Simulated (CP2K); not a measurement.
Input of a CP2K 2026.2 run:

The input zns_bands.inp:

```
&GLOBAL
  PROJECT zns_bands
  RUN_TYPE ENERGY_FORCE
  PRINT_LEVEL LOW
&END GLOBAL
&FORCE_EVAL
  METHOD QS
  STRESS_TENSOR ANALYTICAL
  &DFT
    BASIS_SET_FILE_NAME BASIS_MOLOPT_UZH
    POTENTIAL_FILE_NAME POTENTIAL_UZH
    &MGRID
      CUTOFF 450
      REL_CUTOFF 60
      NGRIDS 4
    &END MGRID
    &QS
      METHOD GPW
      EPS_DEFAULT 1.0E-10
    &END QS
    &KPOINTS
      SCHEME MONKHORST-PACK 9 9 9
      GAMMA_CENTERED T
      SYMMETRY T
      SYMMETRY_BACKEND SPGLIB
    &END KPOINTS
    &SCF
      SCF_GUESS ATOMIC
      EPS_SCF 1.0E-6
      MAX_SCF 100
      ADDED_MOS 10
      CHOLESKY OFF
      EPS_EIGVAL 1.0E-7
      &DIAGONALIZATION ON
        ALGORITHM STANDARD
      &END DIAGONALIZATION
      &MIXING ON
        METHOD BROYDEN_MIXING
        ALPHA 0.4
        BETA 1.5
        NBUFFER 8
      &END MIXING
      &SMEAR ON
        METHOD GAUSSIAN
        SIGMA [eV] 0.01
      &END SMEAR
    &END SCF
    &XC
      &XC_FUNCTIONAL
        &GGA_X_PBE_SOL
        &END GGA_X_PBE_SOL
        &GGA_C_PBE_SOL
        &END GGA_C_PBE_SOL
      &END XC_FUNCTIONAL
    &END XC
    &PRINT
      &KPOINTS ON
      &END KPOINTS
      &MULLIKEN ON
      &END MULLIKEN
      &MO ON
        ENERGIES T
        OCCUPATION_NUMBERS T
        &EACH
          QS_SCF 0
        &END EACH
        ADD_LAST NUMERIC
      &END MO
      &LOWDIN ON
      &END LOWDIN
      &HIRSHFELD ON
        SHAPE_FUNCTION DENSITY
      &END HIRSHFELD
      &BAND_STRUCTURE
        FILE_NAME bands.bs
        ADDED_MOS 4
        &KPOINT_SET
          UNITS B_VECTOR
          NPOINTS 8
          SPECIAL_POINT GAMMA 0.00000000 0.00000000 0.00000000
          SPECIAL_POINT X 0.50000000 0.00000000 0.50000000
          SPECIAL_POINT W 0.50000000 0.25000000 0.75000000
          SPECIAL_POINT K 0.37500000 0.37500000 0.75000000
          SPECIAL_POINT GAMMA 0.00000000 0.00000000 0.00000000
          SPECIAL_POINT L 0.50000000 0.50000000 0.50000000
          SPECIAL_POINT U 0.62500000 0.25000000 0.62500000
          SPECIAL_POINT W 0.50000000 0.25000000 0.75000000
          SPECIAL_POINT L 0.50000000 0.50000000 0.50000000
          SPECIAL_POINT K 0.37500000 0.37500000 0.75000000
        &END KPOINT_SET
        &KPOINT_SET
          UNITS B_VECTOR
          NPOINTS 8
          SPECIAL_POINT U 0.62500000 0.25000000 0.62500000
          SPECIAL_POINT X 0.50000000 0.00000000 0.50000000
        &END KPOINT_SET
      &END BAND_STRUCTURE
    &END PRINT
  &END DFT
  &SUBSYS
    &CELL
      A 3.8212050455 0.0000000000 0.0000000000
      B 1.9106025228 3.3092606425 0.0000000000
      C 1.9106025228 1.1030868808 3.1200008547
      PERIODIC XYZ
    &END CELL
    &COORD
      SCALED
      Zn  0.7500000000 0.7500000000 0.7500000000
      S   0.0000000000 0.0000000000 0.0000000000
    &END COORD
    &KIND Zn
      BASIS_SET TZVP-MOLOPT-PBE-GTH-q12
      POTENTIAL GTH-PBE-q12
    &END KIND
    &KIND S
      BASIS_SET TZVP-MOLOPT-PBE-GTH-q6
      POTENTIAL GTH-PBE-q6
    &END KIND
    &PRINT
      &ATOMIC_COORDINATES ON
      &END ATOMIC_COORDINATES
      &CELL ON
      &END CELL
      &SYMMETRY ON
      &END SYMMETRY
    &END PRINT
  &END SUBSYS
  &PRINT
    &FORCES ON
    &END FORCES
    &STRESS_TENSOR ON
    &END STRESS_TENSOR
  &END PRINT
&END FORCE_EVAL
```

Potentials or basis: POTENTIAL_UZH Zn GTH-PBE-q12, S GTH-PBE-q6; TZVP-MOLOPT-PBE-GTH basis.

Launch:

```console
$ OMP_NUM_THREADS=1 cp2k.psmp -i zns_bands.inp -o zns_bands.out
```

What does it give for the band gap on the k mesh?

1.90 eV, direct.

Predict the Mulliken charges.

Zn +0.29; S -0.29 e.

What does it give for the pressure?

-1.3 GPa.

What does it give for the Hirshfeld charges?

Zn +0.22; S -0.22 e.

Levels at the corners of the path, in eV from the valence-band top:
```tsv
point	band 7	band 8	band 9	band 10	band 11	band 12
Γ	0.00	0.00	0.00	1.90	6.25	6.25
X	-4.65	-2.28	-2.28	3.22	3.98	10.88
W	-4.70	-2.85	-2.79	5.57	5.98	7.76
K	-4.73	-3.20	-1.86	3.98	5.89	9.36
Γ	0.00	0.00	0.00	1.90	6.25	6.25
L	-5.42	-0.90	-0.90	3.12	6.89	6.89
U	-4.73	-3.20	-1.86	3.98	5.89	9.36
W	-4.70	-2.85	-2.79	5.57	5.98	7.76
L	-5.42	-0.90	-0.90	3.12	6.89	6.89
K	-4.73	-3.20	-1.86	3.98	5.89	9.36
U	-4.73	-3.20	-1.86	3.98	5.89	9.36
X	-4.65	-2.28	-2.28	3.22	3.98	10.88
```

Caveat: the potentials were made for another functional, which shifts forces and pressure; the basis of atomic orbitals isn't converged, which shifts pressures, moduli and gaps.

**The experiment to reproduce.**

From “Electronic, vibrational, and thermodynamic properties of ZnS (zincblende and rocksalt structure)”, 2009, arxiv:0911.5022, for a bulk crystal of ZnS at 19 K: band gap 3.85 eV (direct).

Against the measured gap of ZnS, 3.85 eV (direct; 19 K; quoted in “Electronic, vibrational, and thermodynamic properties of ZnS (zincblende and rocksalt structure)”, 2009, arxiv:0911.5022), the calculated 1.90 eV is off by -1.95 eV. So large a miss can be the level of theory's own, or it may mean another phase, state or a wrong row. The value is that of PBEsol in an atomic basis (POTENTIAL_UZH Zn GTH-PBE-q12, S GTH-PBE-q6; TZVP-MOLOPT-PBE-GTH basis), whose error adds to the functional's,, without temperature or zero-point motion. Semilocal functionals fall short of measured gaps as a rule.
